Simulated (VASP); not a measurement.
Data:

```yaml
crystal:
  lattice:
    - [3.69436, 0.00000, 0.00000]
    - [0.00000, 3.69436, 0.00000]
    - [0.00000, 0.00000, 3.69436]
  atoms:
    - { symbol: La, position: [0.00000, 0.00000, 0.00000] }
    - { symbol: Al, position: [0.50000, 0.50000, 0.50000] }
    - { symbol: O, position: [0.50000, 0.00000, 0.50000] }
    - { symbol: O, position: [0.00000, 0.50000, 0.50000] }
    - { symbol: O, position: [0.50000, 0.50000, 0.00000] }
```

Calculation: PBEsol GGA, VASP's PBE PAW potentials (set 64) (plane waves; VASP). Settings: 520 eV cut-off, 6×6×6 Γ-centred mesh, Gaussian smearing of 0.050 eV, potentials La Al O.

Task: Estimate the energy per atom (σ→0), pressure, band gap (on the k-mesh) with the smallest direct gap where there is one.

Result: 
The band gap (on the k-mesh) comes out as 3.53 eV and the smallest direct gap (on the k-mesh) is 3.55 eV. The energy per atom (σ→0) comes out as -8.389 eV/atom and the pressure is 14.71 GPa.

The compound is LaAlO3 in the cubic perovskite structure, the ideal cubic form; the compound distorts at low or room temperature. This cell is one point of a volume scan, at 0.94 of the reference volume.
